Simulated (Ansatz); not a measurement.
# Nb (Fm-3m) in Ansatz: convergence with k mesh

Aim: find how far k mesh must go before the results for Nb settle, at PBE. This setting moves, with any that are tied to it; all else stays.

Program: Ansatz 0.2.0. These are calculated values, not measurements. Logs are shortened: lines on timing, memory, paths and dates and some standing lists are left out, and cuts for length are marked.

### 1 The crystal as given

It takes space group Fm-3m (No. 225, cubic). Conventional cell: a = 4.230 Å, b = 4.230 Å, c = 4.230 Å, α = 90.00°, β = 90.00°, γ = 90.00°. Nb (site symmetry m-3m) has 12 Nb at 2.99 Å as nearest neighbours.

This isn't the form of Nb at room conditions, which is bcc.

### 2 With k mesh 3 × 3 × 3

Input file input.yaml:

```yaml
crystal:
  lattice:
    - [0.0, 2.115, 2.115]
    - [2.115, 0.0, 2.115]
    - [2.115, 2.115, 0.0]
  atoms:
    - { symbol: Nb, position: [0.0, 0.0, 0.0] }
hamiltonian:
  xc: pbe
  pseudopotentials: { kind: paw }
kpoints:
  mp_grid: { grid: [3, 3, 3] }
scf:
  occupations: { method: fermi_dirac, width: 0.05 }
output:
  forces: true
  stress: true
  eigenvalues: true
```

Potentials or basis: Ansatz PAW.

Launch:

```console
ansatz run input.yaml --threads 2 --pin off --max-ram 5632MiB --backend cpu --events-out ev --progress --plain --runs-dir out
```

Output:

```text
Warning: RAYON_NUM_THREADS=2 ignored (pool sized by the plan → 2); use --threads N
Engine: ansatz 0.2.0, aarch64-unknown-linux-gnu
Pseudopotentials: kind: paw
Pseudopotential: Nb, paw, valence charge 13, recommended cutoff 420 eV (normal), Nb.paw.azcp
Functional definition: PBE
  parameter kappa = 0.804
  parameter beta = 0.06672455060314922
  exchange = pbe_x(kappa = kappa, mu = beta*pi^2/3)
  correlation = pbe_c(beta = beta)
Crystal: 1 atoms, lattice volume = 18.922 Å³
Basis set: ecut = 420 eV, 339 PW (Γ), exchange–correlation on 40×40×40 points (8 copies of the dense FFT grid, shifted against one another)
Bands: 11, of which v1, the nominal top of the filled ones, is band 7 counted from 1 (6 counted from 0)
Symmetry: 48 space group operations
Space group: Fm-3m (ITA 225), of the structure as read, at distance tolerance 2.7e-5 Å
k-points: 4 of 27
Non-local potential: Nb, projectors of the file, l = 0: 3, l = 1: 2, l = 2: 2, l = 3: 1
PAW form: soft (Blöchl's): semilocal exchange-correlation on the pseudo side does not see the compensation charge
PAW one-centre angular grid: Nb, 590 points (default); XC on 64 Gauss nodes
Initial density: superposition of atomic densities (neutral atoms: chi_scale 0, normalization atom), corrected by the library's trained network
Initial wavefunctions: pseudopotential atomic-orbital guess
Functional: x = pbe(κ = 0.804, μ = 0.2195149727645171), c = pbe(β = 0.06672455060314922)
SCF iter   1: F=—  HF=-4551.617051 eV  |F-HF|=—  |Δ(HF+E_count)|=         —  Δρ=1.50e-2  dr2=2.78e-2  ethr=1.77e-3  ⟨swp⟩=5.0  Hψ=257  notcnv=0
preconditioner: auto → none  [metal: Δε(μ)=0.136 eV  Ē_g=6.975 eV  σ=0.050 eV  W_gap=0.44  n_scr=0 (ndim 8)  ℏωp=19.1 eV  f_vac=0.000  D(μ)=2.55/eV (n_scr^D=50)]
SCF iter   2: F=—  HF=-4551.612854 eV  |F-HF|=—  |Δ(HF+E_count)|=   4.20e-3  Δρ=7.27e-3  dr2=4.09e-3  ethr=2.14e-4  ⟨swp⟩=2.0  Hψ=91  notcnv=0
SCF iter   3: F=—  HF=-4551.612863 eV  |F-HF|=—  |Δ(HF+E_count)|=   9.02e-6  Δρ=1.48e-3  dr2=2.27e-4  ethr=3.15e-5  ⟨swp⟩=1.0  Hψ=44  notcnv=0
SCF iter   4: F=—  HF=-4551.612866 eV  |F-HF|=—  |Δ(HF+E_count)|=   3.03e-6  Δρ=1.86e-4  dr2=1.52e-6  ethr=1.75e-6  ⟨swp⟩=2.5  Hψ=64  notcnv=0
SCF iter   5: F=—  HF=-4551.612865 eV  |F-HF|=—  |Δ(HF+E_count)|=   1.47e-7  Δρ=1.97e-5  dr2=3.23e-8  ethr=1.17e-8  ⟨swp⟩=2.0  Hψ=52  notcnv=0
SCF iter   6: F=-4551.612865 eV  HF=-4551.612865 eV  |F-HF|=8.64e-11  |Δ(HF+E_count)|=   1.38e-8  Δρ=1.66e-6  dr2=3.36e-10  ethr=2.49e-10  ⟨swp⟩=2.0  Hψ=142  notcnv=0
SCF 1 converged in 6 iterations: F = -4551.612865 eV  dr2 = 3.36e-10
SCF converged after 6 iterations
Free energy (F): -4551.612865 eV
Harris-Foulkes:  -4551.612865 eV  (|F-HF|=8.64e-11)
Internal energy: -4551.589968 eV  (E = F + TS)
E sigma→0 (E₀):  -4551.601417 eV
Entropy (-TS):   -0.022897 eV (-22.897 meV/atom)
Fermi energy:    17.159522 eV
--- Per-component energies (eV) ---
  E_band       = -81.620744
  E_kinetic    = 394.052910
  E_local      = -719.120357  (includes V_loc(G=0)·N_el)
  E_nonlocal   = 118.182672
  E_hartree    = 222.414238
  E_xc         = -175.290190
  E_vxc        = -212.552267  (∫ρ·V_xc dr)
  E_paw        = -3072.982246  (= ΣΔE_a)
  E_vpaw       = -107.012524  (= ΣTr[D̂ρ^β])
  E_aug_tail   = 0.000008  (compensation charges beyond the density's cutoff)
  E_ewald      = -1318.847003
  E_smearing   = -0.022897  (= −TS)
  E_closure    = 0.000000  (closes the sum)
  Σ components = -4551.612865   (vs F -4551.612865, Δ=0.00e0)
--- Forces (eV/Å), atoms counted from 1 ---
  atom   1  Nb    -0.00000000    -0.00000000    -0.00000000
  max |Σ_I F_I| component: 6.16e-33 eV/Å
--- Stress (GPa, compression-positive) ---
        9.339079       0.000000       0.000000
        0.000000       9.339079       0.000000
        0.000000       0.000000       9.339079
  P = ⅓ Tr σ = 9.3391 GPa (93.391 kbar)
--- Band table (eV) ---
  k-point 0: bands = ["-37.8157", "-13.2218", "-13.2218", "-13.2218", "10.9577", "17.1560", "17.1560", "17.1560", "19.7054", "19.7054", "28.8948"]
  k-point 1: bands = ["-37.6769", "-14.0940", "-13.3342", "-13.3342", "13.2376", "16.8971", "17.2949", "17.2949", "20.5105", "20.5105", "28.3145"]
  k-point 2: bands = ["-37.6313", "-14.0450", "-13.5297", "-13.5297", "13.5661", "14.4372", "18.2724", "20.1710", "20.1710", "21.0606", "31.4432"]
  k-point 3: bands = ["-37.5838", "-13.9967", "-13.9867", "-13.4884", "14.5653", "15.3760", "16.8169", "19.1045", "20.7403", "24.5900", "28.1573"]
```

Run time: 0.24 s. Hardware: 2 threads of Arm Neoverse V1, shared host; peak memory 0.24 GiB.

What came out:

```
Free energy            : -4551.6129 eV
Pressure               : 9.3 GPa
Band gap on the k mesh : none (metal or under the smearing width)
```

### 3 With k mesh 4 × 4 × 4

input.yaml: that of step 2 with these lines changed.

```diff
@@ -11,3 +11,3 @@
 kpoints:
-  mp_grid: { grid: [3, 3, 3] }
+  mp_grid: { grid: [4, 4, 4] }
 scf:
```

Potentials or basis: Ansatz PAW.

Launch:

```console
ansatz run input.yaml --threads 2 --pin off --max-ram 5632MiB --backend cpu --events-out ev --progress --plain --runs-dir out
```

It took 0.26 s on 2 threads of Arm Neoverse V1, shared host; peak memory 0.24 GiB.

Results:

```yaml
Free_energy: -4551.9543 eV
Pressure: 0.4 GPa
Band_gap_on_the_k_mesh: none (metal or under the smearing width)
```

### 4 With k mesh 5 × 5 × 5

input.yaml: that of step 3 with these lines changed.

```diff
@@ -11,3 +11,3 @@
 kpoints:
-  mp_grid: { grid: [4, 4, 4] }
+  mp_grid: { grid: [5, 5, 5] }
 scf:
```

Launch:

```console
ansatz run input.yaml --threads 2 --pin off --max-ram 5632MiB --backend cpu --events-out ev --progress --plain --runs-dir out
```

Run time: 0.27 s. Hardware: 2 threads of Arm Neoverse V1, shared host; peak memory 0.24 GiB.

What came out:

* Free energy: -4551.9939 eV
* Pressure: -2.5 GPa
* Band gap on the k mesh: none (metal or under the smearing width)

### 5 With k mesh 6 × 6 × 6

input.yaml: that of step 4 with these lines changed.

```diff
@@ -11,3 +11,3 @@
 kpoints:
-  mp_grid: { grid: [5, 5, 5] }
+  mp_grid: { grid: [6, 6, 6] }
 scf:
```

Launch:

```console
ansatz run input.yaml --threads 2 --pin off --max-ram 5632MiB --backend cpu --events-out ev --progress --plain --runs-dir out
```

Wall time 0.31 s (2 threads of Arm Neoverse V1, shared host); peak memory 0.24 GiB.

Results:

```
Free energy            : -4551.9696 eV
Pressure               : -1.1 GPa
Band gap on the k mesh : none (metal or under the smearing width)
```

### 6 With k mesh 8 × 8 × 8

input.yaml: that of step 5 with these lines changed.

```diff
@@ -11,3 +11,3 @@
 kpoints:
-  mp_grid: { grid: [6, 6, 6] }
+  mp_grid: { grid: [8, 8, 8] }
 scf:
```

Potentials or basis: Ansatz PAW.

Launch:

```console
ansatz run input.yaml --threads 2 --pin off --max-ram 5632MiB --backend cpu --events-out ev --progress --plain --runs-dir out
```

Wall time 0.38 s (2 threads of Arm Neoverse V1, shared host); peak memory 0.24 GiB.

Results (log left out):

| Property | Result |
| --- | --- |
| Free energy | -4551.9552 eV |
| Pressure | -1.8 GPa |
| Band gap on the k mesh | none (metal or under the smearing width) |

### 7 With k mesh 10 × 10 × 10

input.yaml: that of step 6 with these lines changed.

```diff
@@ -11,3 +11,3 @@
 kpoints:
-  mp_grid: { grid: [8, 8, 8] }
+  mp_grid: { grid: [10, 10, 10] }
 scf:
```

Launch:

```console
ansatz run input.yaml --threads 2 --pin off --max-ram 5632MiB --backend cpu --events-out ev --progress --plain --runs-dir out
```

Wall time 0.49 s (2 threads of Arm Neoverse V1, shared host); peak memory 0.25 GiB.

It converged, with:

```yaml
Free_energy: -4551.9759 eV
Pressure: -1.3 GPa
Band_gap_on_the_k_mesh: none (metal or under the smearing width)
```

### 8 With k mesh 12 × 12 × 12

input.yaml: that of step 7 with these lines changed.

```diff
@@ -11,3 +11,3 @@
 kpoints:
-  mp_grid: { grid: [10, 10, 10] }
+  mp_grid: { grid: [12, 12, 12] }
 scf:
```

Launch:

```console
ansatz run input.yaml --threads 2 --pin off --max-ram 5632MiB --backend cpu --events-out ev --progress --plain --runs-dir out
```

It took 0.64 s on 2 threads of Arm Neoverse V1, shared host; peak memory 0.26 GiB.

Results (log left out):

```
Free energy            : -4551.9617 eV
Pressure               : -1.1 GPa
Band gap on the k mesh : none (metal or under the smearing width)
```

### 9 With k mesh 15 × 15 × 15

input.yaml: that of step 8 with these lines changed.

```diff
@@ -11,3 +11,3 @@
 kpoints:
-  mp_grid: { grid: [12, 12, 12] }
+  mp_grid: { grid: [15, 15, 15] }
 scf:
```

Potentials or basis: Ansatz PAW.

Launch:

```console
ansatz run input.yaml --threads 2 --pin off --max-ram 5632MiB --backend cpu --events-out ev --progress --plain --runs-dir out
```

Wall time 0.93 s (2 threads of Arm Neoverse V1, shared host); peak memory 0.27 GiB.

The run converged. Its results:

- Free energy: -4551.9657 eV
- Pressure: -1.4 GPa
- Band gap on the k mesh: none (metal or under the smearing width)

### 10 With k mesh 18 × 18 × 18

input.yaml: that of step 9 with these lines changed.

```diff
@@ -11,3 +11,3 @@
 kpoints:
-  mp_grid: { grid: [15, 15, 15] }
+  mp_grid: { grid: [18, 18, 18] }
 scf:
```

Launch:

```console
ansatz run input.yaml --threads 2 --pin off --max-ram 5632MiB --backend cpu --events-out ev --progress --plain --runs-dir out
```

Wall time 1.4 s (2 threads of Arm Neoverse V1, shared host); peak memory 0.3 GiB.

It converged, with:

```
Free energy            : -4551.9658 eV
Pressure               : -1.3 GPa
Band gap on the k mesh : none (metal or under the smearing width)
```

### 11 Result

```tsv
k mesh	energy less the tightest run, at zero smearing (meV/atom)	pressure (GPa)	SCF cycles	CPU time (s)	peak memory (GiB)
3 × 3 × 3	358.42	9.34	6	0.34	0.24
4 × 4 × 4	22.67	0.39	6	0.38	0.24
5 × 5 × 5	-23.24	-2.50	6	0.41	0.24
6 × 6 × 6	-2.75	-1.14	6	0.48	0.24
8 × 8 × 8	10.65	-1.78	6	0.62	0.24
10 × 10 × 10	-10.35	-1.35	6	0.84	0.25
12 × 12 × 12	4.74	-1.13	6	1.1	0.26
15 × 15 × 15	0.27	-1.42	6	1.7	0.27
18 × 18 × 18	0.00	-1.34	6	2.6	0.3
```

Against the tightest run, the energy stays within 1 meV/atom from 15 × 15 × 15 on; the pressure stays within 0.1 GPa from 15 × 15 × 15 on. Meshes of other sizes hit other points, so gaps and Fermi surfaces needn't settle smoothly. The tightest run that finished is the yardstick and may itself not be fully converged.
